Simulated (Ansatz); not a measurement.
**Ti: straining the crystal, equal strain of all cell vectors**

A series on Ti: equal strain of all cell vectors, -3 to +3 %; the shape is held and the atoms relax. Wanted: energy, stress and any gap along the series.

This is Ti in the bcc structure; at room conditions it is hcp.

Program: Ansatz 0.2.0. Level of theory: DFT PBEsol, scalar-relativistic, plane waves, PAW. These are calculated values, not measurements.

1 further run of the same task is left out (it didn't finish).

## 1. Starting point

The structure is cubic, space group Im-3m (No. 229). The conventional cell has a = 3.210 Å, b = 3.210 Å, c = 3.210 Å, α = 90.00°, β = 90.00°, γ = 90.00°. Around Ti (site symmetry m-3m) lie 8 Ti at 2.78 Å.

Structure file:

```cif
data_structure
_symmetry_space_group_name_H-M 'P 1'
_symmetry_Int_Tables_number 1
_cell_length_a 3.2102
_cell_length_b 3.2102
_cell_length_c 3.2102
_cell_angle_alpha 90.000
_cell_angle_beta 90.000
_cell_angle_gamma 90.000
_cell_volume 33.08
loop_
_atom_site_label
_atom_site_type_symbol
_atom_site_fract_x
_atom_site_fract_y
_atom_site_fract_z
_atom_site_occupancy
Ti1 Ti 0.00000 0.00000 0.00000 1
Ti2 Ti 0.50000 0.50000 0.50000 1
```

The unstrained cell was computed beforehand with the same settings: E(σ→0) = -4947.5860 eV for 2 atoms, gap none (metal).

## 2. The cell strained by -1.0 %

input.yaml reads:

```yaml
crystal:
  lattice:
    - [3.1781298045, 0.0, 0.0]
    - [0.0, 3.1781298045, 0.0]
    - [0.0, 0.0, 3.1781298045]
  atoms:
    - { symbol: Ti, position: [0.0, 0.0, 0.0] }
    - { symbol: Ti, position: [0.5, 0.5, 0.5] }
basis:
  ecutwfc: 420
kpoints:
  mp_grid: { grid: [16, 16, 16] }
hamiltonian:
  xc: pbesol
scf:
  occupations: { method: gaussian, width: 0.1 }
output:
  forces: true
  stress: true
  eigenvalues: true
```

The run is started by

```console
$ ansatz run input.yaml --threads 1 --pin off --max-ram 2560MiB --backend cpu --events-out ev --progress --plain --runs-dir out
```

The log of the run, shortened:

```text
Warning: RAYON_NUM_THREADS=1 ignored (pool sized by the plan → 1); use --threads N
[...]
Pseudopotentials: kind: paw
Pseudopotential: Ti, paw, valence charge 12, recommended cutoff 420 eV (normal), Ti.paw.azcp
Functional definition: PBEsol
[...]
Crystal: 2 atoms, lattice volume = 32.101 Å³
Basis set: ecut = 420 eV, 619 PW (Γ), exchange–correlation on 48×48×48 points (8 copies of the dense FFT grid, shifted against one another)
Bands: 16, of which v1, the nominal top of the filled ones, is band 12 counted from 1 (11 counted from 0)
Symmetry: 96 space group operations
Space group: Im-3m (ITA 229), of the structure as read, at distance tolerance 3.2e-5 Å
k-points: 165 of 4096
[...]
SCF iter   1: F=—  HF=-4947.588279 eV  |F-HF|=—  |Δ(HF+E_count)|=         —  Δρ=5.47e-3  dr2=5.73e-3  ethr=1.77e-3  ⟨swp⟩=3.6  Hψ=10837  notcnv=0
[...]
SCF iter   6: F=-4947.586001 eV  HF=-4947.586001 eV  |F-HF|=9.09e-13  |Δ(HF+E_count)|=  4.09e-11  Δρ=9.35e-8  dr2=1.66e-12  ethr=1.00e-12  ⟨swp⟩=1.5  Hψ=8571  notcnv=0
[...]
SCF converged after 6 iterations
Free energy (F): -4947.586001 eV
[...]
E sigma→0 (E₀):  -4947.576102 eV
Entropy (-TS):   -0.019798 eV (-9.899 meV/atom)
Fermi energy:    14.259559 eV
[...]
--- Forces (eV/Å), atoms counted from 1 ---
  atom   1  Ti     0.00000000    -0.00000000    -0.00000000
  atom   2  Ti     0.00000000    -0.00000000    -0.00000000
[...]
--- Stress (GPa, compression-positive) ---
        3.513259       0.000000      -0.000000
        0.000000       3.513259       0.000000
       -0.000000       0.000000       3.513259
  P = ⅓ Tr σ = 3.5133 GPa (35.133 kbar)
--- Band table (eV; the first three rows and the last of 165) ---
  k-point 0: bands = ["-41.8357", "-41.5223", "-18.2969", "-18.2969", "-18.2969", "-17.6983", "-17.6983", "-17.6983", "8.1843", "11.8726", "11.8726", "15.3209", "15.3209", "15.3209", "17.2799", "17.2799"]
[...]
```

It took 3.3 s on 1 thread of Arm Neoverse V2, shared host; peak memory 0.34 GiB.

The cell is held at each strain. Atoms start from the nearest strain of the same sign that is done. Symmetry fixes all atoms here, so a single point is enough.

## 3. Strain +1.0 %

input.yaml, as its differences from that of step 2:

```diff
@@ -2,5 +2,5 @@
   lattice:
-    - [3.1781298045, 0.0, 0.0]
-    - [0.0, 3.1781298045, 0.0]
-    - [0.0, 0.0, 3.1781298045]
+    - [3.242334447, 0.0, 0.0]
+    - [0.0, 3.242334447, 0.0]
+    - [0.0, 0.0, 3.242334447]
   atoms:
```

The run is started by

```console
$ ansatz run input.yaml --threads 1 --pin off --max-ram 2560MiB --backend cpu --events-out ev --progress --plain --runs-dir out
```

The log of the run, shortened:

```text
Warning: RAYON_NUM_THREADS=1 ignored (pool sized by the plan → 1); use --threads N
[...]
[... 3 set-up lines as earlier in the session ...]
[...]
Crystal: 2 atoms, lattice volume = 34.086 Å³
Basis set: ecut = 420 eV, 691 PW (Γ), exchange–correlation on 48×48×48 points (8 copies of the dense FFT grid, shifted against one another)
Bands: 16, of which v1, the nominal top of the filled ones, is band 12 counted from 1 (11 counted from 0)
[... 2 set-up lines as earlier in the session ...]
k-points: 165 of 4096
[...]
SCF iter   1: F=—  HF=-4947.587826 eV  |F-HF|=—  |Δ(HF+E_count)|=         —  Δρ=5.24e-3  dr2=5.59e-3  ethr=1.77e-3  ⟨swp⟩=3.6  Hψ=10865  notcnv=0
[...]
SCF iter   6: F=-4947.585583 eV  HF=-4947.585583 eV  |F-HF|=0.00e0  |Δ(HF+E_count)|=  1.55e-11  Δρ=1.02e-7  dr2=2.99e-12  ethr=1.00e-12  ⟨swp⟩=1.5  Hψ=7999  notcnv=0
[...]
SCF converged after 6 iterations
Free energy (F): -4947.585583 eV
[...]
E sigma→0 (E₀):  -4947.574808 eV
Entropy (-TS):   -0.021549 eV (-10.775 meV/atom)
Fermi energy:    13.291478 eV
[...]
--- Forces (eV/Å), atoms counted from 1 ---
  atom   1  Ti     0.00000000    -0.00000000    -0.00000000
  atom   2  Ti    -0.00000000    -0.00000000    -0.00000000
[...]
--- Stress (GPa, compression-positive) ---
       -3.286776       0.000000      -0.000000
        0.000000      -3.286776       0.000000
        0.000000       0.000000      -3.286776
  P = ⅓ Tr σ = -3.2868 GPa (-32.868 kbar)
--- Band table (eV; the first three rows and the last of 165) ---
  k-point 0: bands = ["-42.9232", "-42.6756", "-19.3658", "-19.3658", "-19.3658", "-18.8664", "-18.8664", "-18.8664", "7.3209", "11.1208", "11.1208", "14.2992", "14.2992", "14.2992", "16.1192", "16.1192"]
[...]
```

Wall time 3.3 s (1 thread of Arm Neoverse V2, shared host); peak memory 0.35 GiB.

## 4. At -2.0 %

input.yaml, as its differences from that of step 3:

```diff
@@ -2,5 +2,5 @@
   lattice:
-    - [3.242334447, 0.0, 0.0]
-    - [0.0, 3.242334447, 0.0]
-    - [0.0, 0.0, 3.242334447]
+    - [3.1460274832, 0.0, 0.0]
+    - [0.0, 3.1460274832, 0.0]
+    - [0.0, 0.0, 3.1460274832]
   atoms:
```

The run is started by

```console
$ ansatz run input.yaml --threads 1 --pin off --max-ram 2560MiB --backend cpu --events-out ev --progress --plain --runs-dir out
```

The log of the run, shortened:

```text
Warning: RAYON_NUM_THREADS=1 ignored (pool sized by the plan → 1); use --threads N
[...]
[... 3 set-up lines as earlier in the session ...]
[...]
Crystal: 2 atoms, lattice volume = 31.138 Å³
Basis set: ecut = 420 eV, 619 PW (Γ), exchange–correlation on 48×48×48 points (8 copies of the dense FFT grid, shifted against one another)
Bands: 16, of which v1, the nominal top of the filled ones, is band 12 counted from 1 (11 counted from 0)
[... 1 set-up line as earlier in the session ...]
Space group: Im-3m (ITA 229), of the structure as read, at distance tolerance 3.1e-5 Å
k-points: 165 of 4096
[...]
SCF iter   1: F=—  HF=-4947.555331 eV  |F-HF|=—  |Δ(HF+E_count)|=         —  Δρ=5.46e-3  dr2=5.47e-3  ethr=1.77e-3  ⟨swp⟩=3.6  Hψ=10829  notcnv=0
[...]
SCF iter   6: F=-4947.553170 eV  HF=-4947.553170 eV  |F-HF|=0.00e0  |Δ(HF+E_count)|=  2.91e-11  Δρ=1.02e-7  dr2=1.74e-12  ethr=1.00e-12  ⟨swp⟩=1.5  Hψ=6711  notcnv=0
[...]
SCF converged after 6 iterations
Free energy (F): -4947.553170 eV
[...]
E sigma→0 (E₀):  -4947.543712 eV
Entropy (-TS):   -0.018916 eV (-9.458 meV/atom)
Fermi energy:    14.771740 eV
[...]
--- Forces (eV/Å), atoms counted from 1 ---
  atom   1  Ti     0.00000000     0.00000000    -0.00000000
  atom   2  Ti     0.00000000    -0.00000000    -0.00000000
[...]
--- Stress (GPa, compression-positive) ---
        7.495478      -0.000000      -0.000000
       -0.000000       7.495478      -0.000000
       -0.000000       0.000000       7.495478
  P = ⅓ Tr σ = 7.4955 GPa (74.955 kbar)
--- Band table (eV; the first three rows and the last of 165) ---
  k-point 0: bands = ["-41.2671", "-40.9144", "-17.7374", "-17.7374", "-17.7374", "-17.0820", "-17.0820", "-17.0820", "8.6496", "12.2663", "12.2663", "15.8581", "15.8581", "15.8581", "17.8908", "17.8908"]
[...]
```

Wall time 3.2 s (1 thread of Arm Neoverse V2, shared host); peak memory 0.34 GiB.

## 5. At +2.0 %

input.yaml, as its differences from that of step 4:

```diff
@@ -2,5 +2,5 @@
   lattice:
-    - [3.1460274832, 0.0, 0.0]
-    - [0.0, 3.1460274832, 0.0]
-    - [0.0, 0.0, 3.1460274832]
+    - [3.2744367683, 0.0, 0.0]
+    - [0.0, 3.2744367683, 0.0]
+    - [0.0, 0.0, 3.2744367683]
   atoms:
@@ -20 +20,5 @@
   eigenvalues: true
+  write_density: true
+  write_potential: true
+  elf: true
+  volumetric_format: npy
```

The run is started by

```console
$ ansatz run input.yaml --threads 1 --pin off --max-ram 2560MiB --backend cpu --events-out ev --progress --plain --runs-dir out
```

The log of the run, shortened:

```text
Warning: RAYON_NUM_THREADS=1 ignored (pool sized by the plan → 1); use --threads N
[...]
[... 3 set-up lines as earlier in the session ...]
[...]
Crystal: 2 atoms, lattice volume = 35.108 Å³
Basis set: ecut = 420 eV, 691 PW (Γ), exchange–correlation on 48×48×48 points (8 copies of the dense FFT grid, shifted against one another)
Bands: 16, of which v1, the nominal top of the filled ones, is band 12 counted from 1 (11 counted from 0)
[... 1 set-up line as earlier in the session ...]
Space group: Im-3m (ITA 229), of the structure as read, at distance tolerance 3.3e-5 Å
k-points: 165 of 4096
[...]
SCF iter   1: F=—  HF=-4947.557309 eV  |F-HF|=—  |Δ(HF+E_count)|=         —  Δρ=5.01e-3  dr2=5.19e-3  ethr=1.77e-3  ⟨swp⟩=3.7  Hψ=10899  notcnv=0
[...]
SCF iter   6: F=-4947.555244 eV  HF=-4947.555244 eV  |F-HF|=9.09e-13  |Δ(HF+E_count)|=  3.64e-11  Δρ=7.32e-8  dr2=1.19e-12  ethr=1.00e-12  ⟨swp⟩=3.5  Hψ=11971  notcnv=0
[...]
SCF converged after 6 iterations
Free energy (F): -4947.555244 eV
[...]
E sigma→0 (E₀):  -4947.543930 eV
Entropy (-TS):   -0.022626 eV (-11.313 meV/atom)
Fermi energy:    12.833474 eV
[...]
--- Forces (eV/Å), atoms counted from 1 ---
  atom   1  Ti     0.00000000    -0.00000000    -0.00000000
  atom   2  Ti     0.00000000    -0.00000000    -0.00000000
[...]
--- Stress (GPa, compression-positive) ---
       -6.153988       0.000000      -0.000000
       -0.000000      -6.153988      -0.000000
       -0.000000       0.000000      -6.153988
  P = ⅓ Tr σ = -6.1540 GPa (-61.540 kbar)
--- Band table (eV; the first three rows and the last of 165) ---
  k-point 0: bands = ["-43.4429", "-43.2228", "-19.8761", "-19.8761", "-19.8761", "-19.4201", "-19.4201", "-19.4201", "6.9200", "10.7617", "10.7617", "13.8133", "13.8133", "13.8133", "15.5678", "15.5678"]
[...]
```

Run time: 4.5 s. Hardware: 1 thread of Arm Neoverse V2, shared host; peak memory 0.35 GiB.

Density in a lattice plane of the grid's cell (edges 3.27 and 3.27 Å, at 0.000 of the third edge), which holds Ti.

Values in e/Å³, 12 rows by 12 columns:
```
 8.82  7.14  3.33  0.79  0.26  0.18  0.18  0.18  0.26  0.79  3.33  7.14
 4.50  3.33  1.37  0.42  0.22  0.18  0.18  0.18  0.22  0.42  1.37  3.33
 1.06  0.79  0.42  0.24  0.19  0.18  0.18  0.18  0.19  0.24  0.42  0.79
 0.29  0.26  0.22  0.19  0.18  0.18  0.18  0.18  0.18  0.19  0.22  0.26
 0.18  0.18  0.18  0.18  0.18  0.17  0.17  0.17  0.18  0.18  0.18  0.18
 0.18  0.18  0.18  0.18  0.18  0.17  0.17  0.17  0.18  0.18  0.18  0.18
 0.18  0.18  0.18  0.18  0.18  0.17  0.17  0.17  0.18  0.18  0.18  0.18
 0.29  0.26  0.22  0.19  0.18  0.18  0.18  0.18  0.18  0.19  0.22  0.26
 1.06  0.79  0.42  0.24  0.19  0.18  0.18  0.18  0.19  0.24  0.42  0.79
 4.50  3.33  1.37  0.42  0.22  0.18  0.18  0.18  0.22  0.42  1.37  3.33
 8.82  7.14  3.33  0.79  0.26  0.18  0.18  0.18  0.26  0.79  3.33  7.14
10.22  8.82  4.50  1.06  0.29  0.18  0.18  0.18  0.29  1.06  4.50  8.82
```
Columns run along the first of these edges and rows up along the second, over one cell in 12 and 12 even steps from the bottom left corner. Atoms in the plane (fractional): Ti at (0.00, 0.00).

ELF in the same plane.

Ten even steps from ' ' (0.00) to '@' (0.62):
```
  ::++%%@@%%++::::--==**##**==--::::++%%@@%%++::
++**%%@@@@##==::::--++######++--::::==##@@@@%%**
@@@@@@@@##++--::::==**%%%%%%**==::::--++##@@@@@@
@@%%%%##++--::::--++##%%@@%%##++--::::--++##%%%%
**++++==::::::--++**%%@@@@@@%%**++--::::::==++++
::::::::::::--++**##%%@@@@@@%%##**++--::::::::::
::::::::--==++####%%%%%%%%%%%%%%####++==--::::::
======++**####%%%%%%%%%%%%%%%%%%%%%%####**++====
******##%%%%@@@@%%%%%%%%##%%%%%%%%@@@@%%%%##****
######%%%%@@@@@@@@%%%%######%%%%@@@@@@@@%%%%####
******##%%%%@@@@%%%%%%%%##%%%%%%%%@@@@%%%%##****
======++**####%%%%%%%%%%%%%%%%%%%%%%####**++====
::::::::--==++####%%%%%%%%%%%%%%####++==--::::::
::::::::::::--++**##%%@@@@@@%%##**++--::::::::::
**++++==::::::--++**%%@@@@@@%%**++--::::::==++++
@@%%%%##++--::::--++##%%@@%%##++--::::--++##%%%%
@@@@@@@@##++--::::==**%%%%%%**==::::--++##@@@@@@
++**%%@@@@##==::::--++######++--::::==##@@@@%%**
  ::++%%@@%%++::::--==**##**==--::::++%%@@%%++::
    --##@@%%**::::--==**##**==--::::**%%@@##--  
```
Columns run along the first of these edges and rows up along the second, over one cell in 24 and 20 even steps from the bottom left corner. Atoms in the plane (fractional): Ti at (0.00, 0.00).

Both are smooth fields of the valence electrons: close to the nuclei they are not physical.

The highest ELF values outside the cores: 0.59 between the atoms, 1.7 Å from Ti.

## 6. At -3.0 %

input.yaml reads:

```yaml
crystal:
  lattice:
    - [3.113925162, 0.0, 0.0]
    - [0.0, 3.113925162, 0.0]
    - [0.0, 0.0, 3.113925162]
  atoms:
    - { symbol: Ti, position: [0.0, 0.0, 0.0] }
    - { symbol: Ti, position: [0.5, 0.5, 0.5] }
basis:
  ecutwfc: 420
kpoints:
  mp_grid: { grid: [16, 16, 16] }
hamiltonian:
  xc: pbesol
scf:
  occupations: { method: gaussian, width: 0.1 }
output:
  forces: true
  stress: true
  eigenvalues: true
```

The run is started by

```console
$ ansatz run input.yaml --threads 1 --pin off --max-ram 2560MiB --backend cpu --events-out ev --progress --plain --runs-dir out
```

The log of the run, shortened:

```text
Warning: RAYON_NUM_THREADS=1 ignored (pool sized by the plan → 1); use --threads N
[...]
[... 3 set-up lines as earlier in the session ...]
[...]
Crystal: 2 atoms, lattice volume = 30.194 Å³
Basis set: ecut = 420 eV, 619 PW (Γ), exchange–correlation on 48×48×48 points (8 copies of the dense FFT grid, shifted against one another)
Bands: 16, of which v1, the nominal top of the filled ones, is band 12 counted from 1 (11 counted from 0)
[... 2 set-up lines as earlier in the session ...]
k-points: 165 of 4096
[...]
SCF iter   1: F=—  HF=-4947.498516 eV  |F-HF|=—  |Δ(HF+E_count)|=         —  Δρ=5.56e-3  dr2=5.58e-3  ethr=1.77e-3  ⟨swp⟩=3.5  Hψ=10819  notcnv=0
[...]
SCF iter   6: F=-4947.496317 eV  HF=-4947.496317 eV  |F-HF|=0.00e0  |Δ(HF+E_count)|=  3.64e-11  Δρ=1.19e-7  dr2=1.88e-12  ethr=1.00e-12  ⟨swp⟩=1.5  Hψ=6323  notcnv=0
[...]
SCF converged after 6 iterations
Free energy (F): -4947.496317 eV
[...]
E sigma→0 (E₀):  -4947.487312 eV
Entropy (-TS):   -0.018011 eV (-9.005 meV/atom)
Fermi energy:    15.303765 eV
[...]
--- Forces (eV/Å), atoms counted from 1 ---
  atom   1  Ti     0.00000000    -0.00000000    -0.00000000
  atom   2  Ti     0.00000000    -0.00000000     0.00000000
[...]
--- Stress (GPa, compression-positive) ---
       11.904209       0.000000      -0.000000
       -0.000000      11.904209      -0.000000
       -0.000000       0.000000      11.904209
  P = ⅓ Tr σ = 11.9042 GPa (119.042 kbar)
--- Band table (eV; the first three rows and the last of 165) ---
  k-point 0: bands = ["-40.6817", "-40.2849", "-17.1607", "-17.1607", "-17.1607", "-16.4433", "-16.4433", "-16.4433", "9.1393", "12.6724", "12.6724", "16.4138", "16.4138", "16.4138", "18.5230", "18.5230"]
[...]
```

It took 3.1 s on 1 thread of Arm Neoverse V2, shared host; peak memory 0.34 GiB.

## 7. Variant: ecutwfc 800 eV, hubbard.sites [{species: Ti, l: d, u_eff: 4.0}], hubbard.double_counting fll

input.yaml, as its differences from that of step 6:

```diff
@@ -9,3 +9,3 @@
 basis:
-  ecutwfc: 420
+  ecutwfc: "800 eV"
 kpoints:
@@ -14,2 +14,3 @@
   xc: pbesol
+  hubbard: { sites: [{ species: Ti, l: d, u_eff: 4.0 }], double_counting: fll }
 scf:
@@ -18,3 +19,3 @@
   forces: true
+  eigenvalues: true
   stress: true
-  eigenvalues: true
```

The run is started by

```console
$ ansatz run input.yaml --threads 1 --pin off --max-ram 2560MiB --backend cpu --events-out ev --progress --plain --runs-dir out
```

The log of the run, shortened:

```text
Warning: RAYON_NUM_THREADS=1 ignored (pool sized by the plan → 1); use --threads N
Ti: projections on atomic orbitals take those of the free atom [Ne] 3s2 3p6 3d2 4s2, of charge +0.00 (hamiltonian.pseudopotentials.projection_atoms); the dataset's partial waves leave at most 4.1e-7 of an orbital's norm unspanned inside its sphere
[...]
[... 3 set-up lines as earlier in the session ...]
[...]
Crystal: 2 atoms, lattice volume = 30.194 Å³
Basis set: ecut = 800 eV, 1551 PW (Γ), exchange–correlation on 60×60×60 points (8 copies of the dense FFT grid, shifted against one another)
Bands: 16, of which v1, the nominal top of the filled ones, is band 12 counted from 1 (11 counted from 0)
[... 2 set-up lines as earlier in the session ...]
k-points: 165 of 4096
[...]
SCF iter   7: F=-4938.922803 eV  HF=-4938.922803 eV  |F-HF|=1.59e-8  |Δ(HF+E_count)|=   5.80e-7  Δρ=8.61e-6  dr2=1.99e-8  ethr=4.17e-10  ⟨swp⟩=5.0  Hψ=10292  notcnv=0
[...]
SCF converged after 7 iterations
Free energy (F): -4938.922803 eV
[...]
E sigma→0 (E₀):  -4938.912341 eV
Entropy (-TS):   -0.020924 eV (-10.462 meV/atom)
Fermi energy:    15.897460 eV
[...]
--- Forces (eV/Å), atoms counted from 1 ---
  atom   1  Ti     0.00000000    -0.00000000    -0.00000000
  atom   2  Ti     0.00000000     0.00000000     0.00000000
[...]
--- Stress (GPa, compression-positive) ---
       19.198813      -0.000000       0.000000
       -0.000000      19.198813      -0.000000
        0.000000       0.000000      19.198813
  P = ⅓ Tr σ = 19.1988 GPa (191.988 kbar)
--- Band table (eV; the first three rows and the last of 165) ---
  k-point 0: bands = ["-40.9420", "-40.5506", "-17.3991", "-17.3991", "-17.3991", "-16.6916", "-16.6916", "-16.6916", "9.1304", "13.2372", "13.2372", "17.0897", "17.0897", "17.0897", "18.9885", "18.9885"]
[...]
Occupation matrices written to <dir>
```

Run time: 12 s. Hardware: 1 thread of Arm Neoverse V2, shared host; peak memory 0.59 GiB.

```tsv
run	ending	energy change	pressure (GPa)	gap (eV)	force (eV/Å)	cycles	time
step 6	converged	0	11.9	0.00	0.00	6	3.1 s
variant	converged	+4.29 eV/atom (U changed: no physical gain or loss)	19.2	0.00	0.00	7	12 s
```

Changing the cutoff and Hubbard U moves the energy by +4.29 eV/atom, and the pressure goes from 11.9 to 19.2 GPa. The U term adds an energy of its own, so the shift says nothing about which run is better. Cost: 7 SCF cycles against 6, 12 s against 3.1 s.

## 8. At +3.0 %

input.yaml, as its differences from that of step 6:

```diff
@@ -2,5 +2,5 @@
   lattice:
-    - [3.113925162, 0.0, 0.0]
-    - [0.0, 3.113925162, 0.0]
-    - [0.0, 0.0, 3.113925162]
+    - [3.3065390895, 0.0, 0.0]
+    - [0.0, 3.3065390895, 0.0]
+    - [0.0, 0.0, 3.3065390895]
   atoms:
```

The run is started by

```console
$ ansatz run input.yaml --threads 1 --pin off --max-ram 2560MiB --backend cpu --events-out ev --progress --plain --runs-dir out
```

The log of the run, shortened:

```text
Warning: RAYON_NUM_THREADS=1 ignored (pool sized by the plan → 1); use --threads N
[...]
[... 3 set-up lines as earlier in the session ...]
[...]
Crystal: 2 atoms, lattice volume = 36.151 Å³
Basis set: ecut = 420 eV, 739 PW (Γ), exchange–correlation on 48×48×48 points (8 copies of the dense FFT grid, shifted against one another)
Bands: 16, of which v1, the nominal top of the filled ones, is band 12 counted from 1 (11 counted from 0)
[... 2 set-up lines as earlier in the session ...]
k-points: 165 of 4096
[...]
SCF iter   1: F=—  HF=-4947.508651 eV  |F-HF|=—  |Δ(HF+E_count)|=         —  Δρ=4.79e-3  dr2=4.84e-3  ethr=1.77e-3  ⟨swp⟩=3.7  Hψ=10806  notcnv=0
[...]
SCF iter   6: F=-4947.506713 eV  HF=-4947.506713 eV  |F-HF|=9.09e-13  |Δ(HF+E_count)|=  8.91e-11  Δρ=7.50e-8  dr2=1.49e-12  ethr=1.00e-12  ⟨swp⟩=1.5  Hψ=7563  notcnv=0
[...]
SCF converged after 6 iterations
Free energy (F): -4947.506713 eV
[...]
E sigma→0 (E₀):  -4947.494772 eV
Entropy (-TS):   -0.023884 eV (-11.942 meV/atom)
Fermi energy:    12.391343 eV
[...]
--- Forces (eV/Å), atoms counted from 1 ---
  atom   1  Ti     0.00000000    -0.00000000    -0.00000000
  atom   2  Ti     0.00000000    -0.00000000     0.00000000
[...]
--- Stress (GPa, compression-positive) ---
       -8.697602       0.000000      -0.000000
        0.000000      -8.697602       0.000000
       -0.000000       0.000000      -8.697602
  P = ⅓ Tr σ = -8.6976 GPa (-86.976 kbar)
--- Band table (eV; the first three rows and the last of 165) ---
  k-point 0: bands = ["-43.9471", "-43.7516", "-20.3712", "-20.3712", "-20.3712", "-19.9548", "-19.9548", "-19.9548", "6.5381", "10.4134", "10.4134", "13.3432", "13.3432", "13.3432", "15.0347", "15.0347"]
[...]
```

Wall time 3.4 s (1 thread of Arm Neoverse V2, shared host); peak memory 0.35 GiB.

## 9. Energy and stress against strain (a metal throughout)

```tsv
strain (%)	ΔE (meV/atom)	a (Å)	b (Å)	c (Å)	σxx	σyy	σzz
-3.0	49.3	3.114	3.114	3.114	11.90	11.90	11.90
-2.0	21.1	3.146	3.146	3.146	7.50	7.50	7.50
-1.0	4.9	3.178	3.178	3.178	3.51	3.51	3.51
+0.0	0.0	3.210	3.210	3.210	-0.07	-0.07	-0.07
+1.0	5.6	3.242	3.242	3.242	-3.29	-3.29	-3.29
+2.0	21.0	3.274	3.274	3.274	-6.15	-6.15	-6.15
+3.0	45.6	3.307	3.307	3.307	-8.70	-8.70	-8.70
```

ΔE is over the unstrained cell. Stress in GPa, positive in compression, on the Cartesian axes of the input. 

## 10. Results

| quantity | value |
| --- | --- |
| largest energy cost | 49.3 meV/atom at -3.0 % |
| (1/V) d²E/dε² at zero strain, cubic fit | 1022 GPa |
| step 7, run with ecutwfc 800 eV, hubbard.sites [{species: Ti, l: d, u_eff: 4.0}], hubbard.double_counting fll (against step 6) | +4.29 eV/atom; the pressure goes from 11.9 to 19.2 GPa |

**Reading.** From the curvature follows nine times the bulk modulus at fixed shape: 1022 GPa. Compression by 3 % costs 49.3 meV/atom and stretching 45.6.
